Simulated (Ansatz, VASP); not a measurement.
One calculation of W, two programs

The input INCAR:

```
PREC = Accurate ; ENCUT = 520
EDIFF = 1E-6 ; ISMEAR = -1
SIGMA = 0.1 ; LREAL = False
LASPH = True ; NELM = 60
ALGO = Normal ; ISIF = 2
LWAVE = False ; LCHARG = False
GGA = PE ; NBANDS = 13
```

Contents of KPOINTS:

```
regular mesh
0
Gamma
  4 4 4
```

The input POSCAR:

```
W
1.0
    2.8708540000      0.0000000000      0.0000000000
    1.4354270000      2.4862324946      0.0000000000
    1.4354270000      0.8287441649      2.3440424753
W
1
Direct
    0.0000000000      0.0000000000      0.0000000000
```

Input for Ansatz:

```yaml
crystal:
  lattice:
    - [2.870854, 0.0, 0.0]
    - [1.4354270000000002, 2.486232494556171, 0.0]
    - [1.4354270000000002, 0.828744164852057, 2.3440424753426856]
  atoms:
    - { symbol: W, position: [0.0, 0.0, 0.0] }
kpoints:
  mp_grid:
    grid: [4, 4, 4]
hamiltonian:
  xc: pbe
scf:
  occupations:
    method: fermi_dirac
    width: 0.1
output:
  forces: true
  stress: true
```

This isn't the form of W at room conditions, which is bcc.

Alike in both runs: task single point; functional PBE; k mesh 4 × 4 × 4; occupations fermi-dirac, width 0.1 eV; no spin polarisation.

|  | VASP | Ansatz |
| --- | --- | --- |
| version | VASP 6.6.1 | Ansatz 0.2.0 |
| potentials or method | VASP PAW PBE potentials, release 64 (W_sv) | plane waves, PAW |
| plane-wave cutoff (eV) | 520 | 420 |
| valence electrons in the cell | 14 | 14 |

VASP gave:

| Item | Value |
| --- | --- |
| pressure (GPa) | -4.8 |

Q: Which values does Ansatz return?

A: Pressure (GPa): -5.2.

Caveats: the k mesh is coarse (spacing up to 0.67 Å⁻¹), so the values aren't converged. The runs have no spin-orbit coupling, so splittings on W are missing.
